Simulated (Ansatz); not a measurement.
Write the native input for Ansatz 0.2.0 that does the following.

- Task: density of states
- Functional: PBEsol
- Potentials or basis: all-electron LAPW, scalar-relativistic
- Cutoff: 339 eV (chosen from the basis error)
- Basis error allowed: 0.001 eV/atom
- k mesh: 13 × 13 × 13
- Occupations: fermi-dirac, width 0.05 eV
- Spin: collinear spin, ferromagnetic start
- Starting moments: [1.0] μB
- Hubbard terms: Ni d U = 4 eV

Ni:

```
Ni
1.0
    -1.38372    1.38372    1.38372
     1.38372   -1.38372    1.38372
     1.38372    1.38372   -1.38372
Ni
1
Direct
  0.00000 0.00000 0.00000
```

This isn't the form of Ni at room conditions, which is fcc.

The input as run:

input.yaml

```yaml
crystal:
  lattice:
    - [-1.38371547, 1.38371547, 1.38371547]
    - [1.38371547, -1.38371547, 1.38371547]
    - [1.38371547, 1.38371547, -1.38371547]
  atoms:
    - { symbol: Ni, position: [0.0, 0.0, 0.0], spin: 1.0 }
kpoints:
  mp_grid: { grid: [13, 13, 13] }
scf:
  occupations: { method: fermi_dirac, width: 0.05 }
hamiltonian:
  xc: pbesol
  pseudopotentials: { kind: all_electron, lapw: { basis_error: 0.001 } }
  hubbard:
    sites: [{ species: Ni, l: d, u_eff: 4 }]
    double_counting: fll
    projectors: ortho-atomic
magnetization:
  spin_polarized: true
output:
  forces: true
  stress: true
  eigenvalues: true
  dos: { projected: false, de: 0.1, e_range: [-20, 6] }
  hubbard: {}
```

Potentials or basis: all-electron LAPW, scalar-relativistic.

The run is started by

```sh
$ ansatz run input.yaml --threads 2 --pin off --max-ram 6144MiB --backend cpu --events-out ev --progress --plain --runs-dir out
```

Results of the run:

```json
{
 "Pressure": "-1.3 GPa",
 "Band gap on the k mesh": "none (metal or under the smearing width)",
 "Net moment": "0.63 μB per cell",
 "Absolute moment": "0.73 μB per cell",
 "Site moments": "Ni +0.66 μB"
}
```

Caveat: the magnetic state may not be the lowest; U is the effective U less J, on atomic orbitals that reach past the spheres; the U is typed as a test and isn't derived for this compound.

Wall time 10 s on 2 threads of Arm Neoverse V2, with other jobs on the host, peak memory 0.34 GiB.
